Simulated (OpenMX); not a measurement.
# Zr under changes of volume

One of the cells (23.281 Å³/atom); the others are scaled copies at fixed shape and fractional positions:

```
CELL_PARAMETERS angstrom
3.23200 0.00000 0.00000
-1.61600 2.79899 0.00000
0.00000 0.00000 5.14700
ATOMIC_POSITIONS crystal
Zr 0.66667 0.33333 0.75000
Zr 0.33333 0.66667 0.25000
```

```yaml
Program: OpenMX 3.8.5
Functional: PBE
Potentials_or_basis: OpenMX 2013 PBE set, Zr7.0-s3p2d1, fixed grid of 35 × 35 × 63 points
k_mesh: 9 × 9 × 5
Occupations: fermi-dirac, width 0.05 eV
Spin: no spin polarisation
```

| volume (Å³/atom) | energy over the lowest point (meV/atom) | largest force (eV/Å) |
| --- | --- | --- |
| 21.884 | 54.57 | 0.007 |
| 22.350 | 30.24 | 0.006 |
| 22.815 | 13.40 | 0.010 |
| 23.281 | 3.52 | 0.007 |
| 23.746 | 0.00 | 0.007 |
| 24.212 | 2.36 | 0.011 |
| 24.678 | ? | ? |

Question: What does the run at 24.678 Å³/atom give?

Answer: Energy over the lowest point 10.15 meV/atom; largest force 0.006 eV/Å.

Worked out: A Birch-Murnaghan fit of order 3 (a polynomial in V^(-2/3)) to the other rows has its minimum at 23.79 Å³/atom with B0 = V·E''(V) = 103 GPa and B' = 3.1 at fixed shape and positions, which overstates the stiffness. It gives 10.17 meV/atom at 24.678 Å³/atom, against the run's 10.15.

Energies are extrapolated to zero smearing.

Caveats: the basis of atomic orbitals isn't converged, which shifts pressures, moduli and gaps.
